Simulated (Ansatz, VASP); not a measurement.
# One calculation of HfO2, two programs

```xyz
3
Lattice="1.8659 1.0773 2.7654 -1.8659 1.0773 2.7654 0.0000 -2.1546 2.7654" Properties=species:S:1:pos:R:3 pbc="T T T"
Hf    0.0000    0.0000    0.0000
O     0.0000    0.0000    1.9523
O     0.0000    0.0000    6.3440
```

Alike in both runs: task relaxation of cell and atoms; functional PBE; k mesh 6 × 6 × 6; occupations gaussian, width 0.1 eV; no spin polarisation.

|  | VASP | Ansatz |
| --- | --- | --- |
| version | VASP 6.6.1 | Ansatz 0.2.0 |
| potentials or method | VASP PAW PBE potentials, release 64 (Hf_pv, O) | scalar-relativistic, plane waves, PAW |
| plane-wave cutoff (eV) | 600 | 420 |
| valence electrons in the cell | 22 | 38 |

Ansatz gave:

```
gap on the k mesh at the Fermi level, each at its own relaxed structure (eV) : 3.75
relaxed volume (Å³/atom)                                                     : 11.04
relaxed cell length with the largest relative difference (Å)                 : 3.602
energy change over the relaxation (meV/atom)                                 : -263
```

**Question.** Which values does VASP return?

**Answer.** gap on the k mesh at the Fermi level, each at its own relaxed structure (eV): 3.80; relaxed volume (Å³/atom): 10.86; relaxed cell length with the largest relative difference (Å): 3.580; energy change over the relaxation (meV/atom): -259.

The two sets of potentials don't hold the same shells in valence.

Caveats: spin-orbit coupling is left out, which moves the levels of the heavy elements. A k mesh can miss the band edges.
